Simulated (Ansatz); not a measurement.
Space group P6_3mc (No. 186). a = 3.846 Å, b = 3.846 Å, c = 6.304 Å, α = 90.00°, β = 90.00°, γ = 120.00°
```json
{"atom": "Zn", "site": "2b", "symmetry": "3m.", "x": "0.3333", "y": "0.6667", "z": "0.0052"}
{"atom": "S", "site": "2b", "symmetry": "3m.", "x": "0.3333", "y": "0.6667", "z": "0.3798"}
```

Equation of state of this ZnS structure (not necessarily the ground state), with shape and atoms relaxed at each volume where symmetry leaves them free. The calculation used DFT PBE, scalar-relativistic, plane waves, PAW (Ansatz).

Cutoff 420 eV; k points 12×12×6 on the computed 4-atom cell (Γ-centred); Gaussian smearing, width 0.02 eV; no spin polarisation.

```
V (Å³/atom)  E − E(largest V) (meV/atom)  P (GPa)  gap on mesh (eV)
     17.764                        42.07    11.71              2.65
     18.370                         4.98     8.02              2.49
     18.975                       -19.25     4.89              2.35
     19.581                       -32.59     2.25              2.22
     20.187                       -36.71    -0.01              2.08
     20.792                       -32.96    -1.92              1.95
     21.398                       -22.55    -3.55              1.83
     22.205                         0.00    -5.34              1.67
```

Task: Fit a third-order Birch–Murnaghan equation, E = E0 + (9V0B0/16)·[(x − 1)³B0' + (x − 1)²(6 − 4x)] with x = (V0/V)^(2/3), to E(V).

Result: V0 = 20.18 Å³/atom, B0 = 69 GPa, B0' = 4.4.

It was relaxed from a cell as deposited in COD.
